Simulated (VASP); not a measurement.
Ce: single point with LDA

Crystal: Ce.

```
Ce
1.0
     0.00000    2.26493    2.26493
     2.26493    0.00000    2.26493
     2.26493    2.26493    0.00000
Ce
1
Direct
  0.00000 0.00000 0.00000
```

```
Program                : VASP 6.6.1
Task                   : single point
Functional             : LDA
Potentials or basis    : VASP PAW LDA potentials, release 64 (Ce)
Cutoff                 : 520 eV
k mesh                 : 12 × 12 × 12
Occupations            : methfessel-paxton, width 0.01 eV
Spin                   : no spin polarisation
Dipole correction      : no
Further INCAR settings : ALGO = Fast; EDIFF = 1e-06; NBANDS = 12
```

The pressure is -0.8 GPa and the band gap on the k mesh is none (metal or under the smearing width).

Levels at points of the mesh, in eV from the Fermi level:
```csv
k point,band 3,band 4,band 5,band 6,band 7,band 8,band 9,band 10
"(0.00, 0.00, 0.00)",-15.35,-15.35,-2.46,-0.41,0.35,0.35,0.35,1.66
"(0.50, 0.00, 0.00)",-15.86,-15.86,-2.30,-0.31,0.43,0.43,0.87,1.10
"(0.50, 0.50, 0.00)",-16.80,-16.80,-3.45,-2.80,0.48,0.66,0.66,0.79
```

It took 30 s on 1 thread of AMD EPYC 9R45 (Zen 5) (shared host), peak memory 0.11 GiB.

Spin-orbit coupling is left out, which matters for the levels of Ce. Spin polarisation is off, so any magnetic state and its effect on volume and gap are missing.
